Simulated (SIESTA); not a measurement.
# CuO in SIESTA: convergence with k mesh

CuO:

```
Cu O
1.0
     3.17550    0.00000    0.00000
     0.00000    3.17550    0.00000
     0.00000    0.00000    4.64953
Cu O
2 2
Direct
  0.99804 0.00095 0.99545
  0.49965 0.50733 0.00178
  0.50550 0.99608 0.26765
  0.99782 0.50034 0.72497
```

The cell was built by a generator and needn't be a form met in nature.

The cell isn't the ideal one: atoms moved at random, drawn with an rms of 0.05 Å.

- Program: SIESTA 5.4.2
- Task: single point
- Functional: PBE
- Potentials or basis: PseudoDojo 0.4 standard (PBE files)
- Basis: DZP (energy shift 0.003 Ry; two zetas on semicore shells)
- Grid cutoff: 800 Ry
- Energy shift: 0.003 Ry
- k mesh: 2 × 2 × 2
- Occupations: fermi-dirac, width 0.05 eV
- Spin: no spin polarisation

These are the settings of the first run; the series varies k mesh, with any setting tied to it.

Hardware: 1 thread of Arm Neoverse V1, with other jobs on the host.

| k mesh | energy less the tightest run, at zero smearing (meV/atom) | pressure (GPa) | largest force (eV/Å) | SCF cycles | CPU time (s) | peak memory (GiB) |
| --- | --- | --- | --- | --- | --- | --- |
| 2 × 2 × 2 | 47.32 | 18.13 | 1.078 | 14 | 49 | 0.32 |
| 3 × 3 × 2 | -5.06 | 17.30 | 0.907 | 13 | 47 | 0.32 |
| 4 × 4 × 3 | -1.24 | 17.33 | 0.833 | 13 | 49 | 0.32 |
| 6 × 6 × 4 | 0.84 | 17.38 | 0.819 | 13 | 55 | 0.32 |
| 7 × 7 × 5 | 0.33 | 17.37 | 0.828 | 13 | 58 | 0.32 |
| 8 × 8 × 6 | 0.10 | 17.37 | 0.826 | 13 | 68 | 0.32 |
| 10 × 10 × 8 | 0.00 | 17.37 | 0.826 | 13 | 89 | 0.32 |

Against the tightest run, the energy stays within 1 meV/atom from 6 × 6 × 4 on; the pressure stays within 0.1 GPa from 3 × 3 × 2 on; the largest force stays within 0.005 eV/Å from 7 × 7 × 5 on. Meshes of other sizes hit other points, so gaps and Fermi surfaces needn't settle smoothly. The tightest run that finished is the yardstick and may itself not be fully converged.

Caveat, for the tightest run too: short orbitals over semicore shells can move pressures by several GPa; the basis of atomic orbitals isn't converged, which shifts pressures, moduli and gaps; the run has no spin polarisation, though such a crystal can be magnetic; semilocal functionals often make such compounds metallic where correlation or magnetic order opens a gap, which also shifts bond lengths.
